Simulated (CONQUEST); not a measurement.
The system is W.

```xyz
8
Lattice="5.0830 0.0000 0.0000 0.0000 5.0830 0.0000 0.0000 0.0000 5.0830" Properties=species:S:1:pos:R:3 pbc="T T T"
W     0.0000    1.2708    2.5415
W     0.0000    3.8123    2.5415
W     2.5415    0.0000    1.2708
W     2.5415    0.0000    3.8123
W     3.8123    2.5415    0.0000
W     1.2708    2.5415    0.0000
W     2.5415    2.5415    2.5415
W     0.0000    0.0000    0.0000
```

This isn't the form of W at room conditions, which is bcc.

```yaml
Program: CONQUEST 1.3
Task: single point
Functional: PBEsol
Potentials_or_basis: PseudoDojo NC PBEsol, DZP, grid cutoff 120 Ha
k_mesh: 5 × 5 × 5
Occupations: fermi-dirac, width 0.05 eV
Spin: no spin polarisation
```

On this cell: pressure -5.5 GPa; largest force zero by symmetry; band gap on the k mesh none (metal or under the smearing width).

The same run follows on a disturbed copy (atoms moved at random, drawn with an rms of 0.05 Å):

```
W
1.0
     5.08300    0.00000    0.00000
     0.00000    5.08300    0.00000
     0.00000    0.00000    5.08300
W
8
Cartesian
  0.0255 1.2789 2.5656
  5.0340 3.8175 2.5100
  2.5454 5.0597 1.2223
  2.5471 5.0654 3.8287
  3.8414 2.5348 0.0123
  1.2473 2.5374 5.0682
  2.5547 2.5312 2.5321
  0.0337 0.0272 5.0605
```

Q: What changes?

A: The energy (extrapolated to zero smearing) moves by +18.5 meV/atom; pressure -4.8 GPa; largest force 1.522 eV/Å; band gap on the k mesh none (metal or under the smearing width).

Forces on the atoms (eV/Å):
```
W   -0.190 -0.108 -0.511
W    0.770  0.053  0.244
W    0.104  0.273  1.494
W    0.120  0.141 -1.463
W   -1.193  0.122 -0.286
W    1.296  0.190  0.098
W   -0.334 -0.022  0.086
W   -0.583 -0.640  0.324
```

Stress tensor (GPa, compression positive):
```
-4.57 -0.05 -0.02
-0.05 -4.92  0.00
-0.02  0.00 -4.83
```

Caveats: the basis of atomic orbitals isn't converged, which shifts pressures, moduli and gaps.
